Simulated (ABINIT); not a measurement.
Runs of ABINIT 10.8.3 (patched build) on PbSe (Clausthalite). It takes space group Fm-3m (No. 225, cubic). Conventional cell: a = 6.121 Å, b = 6.121 Å, c = 6.121 Å, α = 90.00°, β = 90.00°, γ = 90.00°. Around Pb (site symmetry m-3m) lie 6 Se at 3.06 Å. Around Se (site symmetry m-3m) lie 6 Pb at 3.06 Å. 

```tsv
task	level	potentials or basis	spin	k mesh	cutoff (eV)	fine-grid cutoff	gap on the mesh (eV)	pressure (GPa)	V0 of scaled cells (Å³/atom)	B0 (GPa)
band structure	LDA	JTH PAW LDA v2.0 sp	SOC, no magnetisation	8 × 8 × 8	408	816.342 eV	0.22	-2.4	-	-
band structure	PW91	JTH PAW PBE v2.0 sp	off	8 × 8 × 8	408	816.342 eV	0.31	2.3	-	-
equation of state	PBEsol	JTH PAW PBE v2.0 sp	off	8 × 8 × 8	408	816.342 eV	-	-	(d)	55
band structure	LDA-Teter	JTH PAW LDA v2.0	off	8 × 8 × 8	463	925.187 eV	0.18	-	-	-
band structure	BP86	JTH PAW PBE v2.0	off	8 × 8 × 8	463	925.187 eV	0.32	-	-	-
band structure	OLYP	JTH PAW PBE v2.0	off	8 × 8 × 8	463	925.187 eV	(a)	-	-	-
single point	LDA	JTH PAW LDA v2.0	off	6 × 6 × 6	463	925.187 eV	0.18	-	-	-
band structure	BLYP	JTH PAW PBE v2.0 sp	off	8 × 8 × 8	408	816.342 eV	0.42	(b)	-	-
equation of state	SOGGA	JTH PAW PBE v2.0 sp	off	8 × 8 × 8	408	816.342 eV	-	-	(c)	56
```

Alike in all rows: cell as given; smearing fermi-dirac 0.05 eV.

Question: Fill in the values left out.

Answer: (a) 0.58; (b) 6.0; (c) 28.05; (d) 28.48.

Caveats: the PAW data sets were made with another functional, which shifts forces and pressure a little (some runs); spin-orbit coupling is left out, which as a rule narrows the gap of such compounds by several tenths of an eV (some runs); this set keeps more shells in the core, which shifts pressures and gaps (some runs); pressures at fixed basis lie under the slope of the energies (some runs).

A k mesh can miss the band edges, and rows without SOC leave out spin-orbit coupling on Pb, Se.

The runs don't all hold the same shells in valence.
